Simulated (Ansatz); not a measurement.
# A series in volume scale on As

Results calculated with Ansatz 0.2.0, not measured. Periodic Kohn-Sham DFT of a crystal at fixed atoms, scaled to volume_scale times the given cell; pressure positive in compression, energy less spherical unpolarised free atoms, largest_vzz the field gradient of largest size among the nuclei.

The cell before it is scaled or strained (space group Im-3m, No. 229):
```
CELL_PARAMETERS angstrom
-1.68400 1.68400 1.68400
1.68400 -1.68400 1.68400
1.68400 1.68400 -1.68400
ATOMIC_POSITIONS crystal
As 0.00000 0.00000 0.00000
```

Settings of every row: method frozen-core PAW; functional PBE; relativity scalar; k mesh 16x16x16; filling fermi-dirac; smearing width 0.05 eV; wave cutoff 420 eV; paw set soft_2.

Atom start moment: 0 on all atoms.

Limits: the cell comes from a prototype or a list of computed structures and needn't be the stable phase.

| row | volume scale | V (Å³/atom) | pressure (GPa) |
| --- | --- | --- | --- |
| 1 | 0.96 | 18.338 | 3.432 |
| 2 | 0.98 | 18.72 | ? |
| 3 | 1 | 19.102 | -0.001 |
| 4 | 1.02 | 19.484 | -1.517 |
| 5 | 1.04 | 19.866 | -2.922 |

Question: what pressure should row 2 give?

Worked fit of pressure. Take u = (V_r/V)^(2/3) − 1 with V_r = 19.293 Å³ an atom, which is twice the finite (Eulerian) strain; such expansions in the strain, on which the Birch-Murnaghan equation of state is built, carry the rest volume and the bulk modulus. The shown rows have u = 0.03442, 0.00665, -0.00655, -0.01932. Least squares give pressure = −0.774 + 115.11 × u + 205.68 × u² GPa; a straight line predicts inner rows, each left out in turn, worse (root mean square 0.091 against 0.0044 GPa). The rows lie off it by 0.000, -0.002, 0.002, -0.001. The pressure vanishes at u = 0.0066, or V = 19.1 Å³ an atom, and there the bulk modulus at fixed shape and fractions is B = −V dP/dV = (2/3)(1 + u) dP/du = 79.1 GPa. The withheld row has u = 0.0203, so the fit gives −0.774 + 115.11 × (0.0203) + 205.68 × (0.0203)² = 1.647 GPa.

The calculation gave 1.636 GPa. The fit lies 0.011 GPa (0.17 % of the column's range) above it; its largest miss of a shown row is 0.002 GPa.
